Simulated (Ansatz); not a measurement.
# Si: the cost of one run

Computed with Ansatz 0.2.0 (DFT PBEsol, scalar-relativistic, plane waves, PAW, unless a step's input says otherwise).

This is Si in the hcp structure; at room conditions it is diamond.

## (1) The structure to begin with

Symmetry: P6_3/mmc, No. 194, hexagonal system. The conventional cell has a = 2.666 Å, b = 2.666 Å, c = 4.506 Å, α = 90.00°, β = 90.00°, γ = 120.00°. Si (site symmetry -6m2) is surrounded by 12 Si at 2.67 to 2.73 Å.

As a file:

```xyz
2
Lattice="2.6656 0.0000 0.0000 -1.3328 2.3085 0.0000 0.0000 0.0000 4.5063" Properties=species:S:1:pos:R:3 pbc="T T T"
Si    0.0000    1.5390    1.1266
Si    1.3328    0.7695    3.3797
```

The structure comes from the Materials Project (structure only).

(A quick probe on a coarse mesh, which set the mesh and smearing, is not shown.)

## (3) Full relaxation

input.yaml reads:

```yaml
crystal:
  lattice:
    - [2.6655775094, 0.0, 0.0]
    - [-1.3327887547, 2.3084578389, 0.0]
    - [0.0, 0.0, 4.50626927]
  atoms:
    - { symbol: Si, position: [0.33333333, 0.66666667, 0.25] }
    - { symbol: Si, position: [0.66666667, 0.33333333, 0.75] }
basis:
  ecutwfc: 420
kpoints:
  mp_grid: { grid: [18, 18, 10] }
hamiltonian:
  xc: pbesol
scf:
  occupations: { method: gaussian, width: 0.1 }
output:
  forces: true
  stress: true
  eigenvalues: true
  write_density: true
  write_potential: true
  elf: true
  volumetric_format: npy
relax:
  adjacent_minimum: "off"
  f_tol: 0.005
  max_steps: 80
  cell: { stress_tol: 0.05 }
```

The run is started by

```bash
> ansatz run input.yaml --threads 1 --pin off --max-ram 2560MiB --backend cpu --events-out ev --progress --plain --runs-dir out
```

Q: Estimate wall time and peak memory on 1 thread of Intel Xeon Platinum 8259CL at 2.50GHz (Skylake/Cascade Lake), shared host.

About 18 s, with a peak of 0.41 GiB.
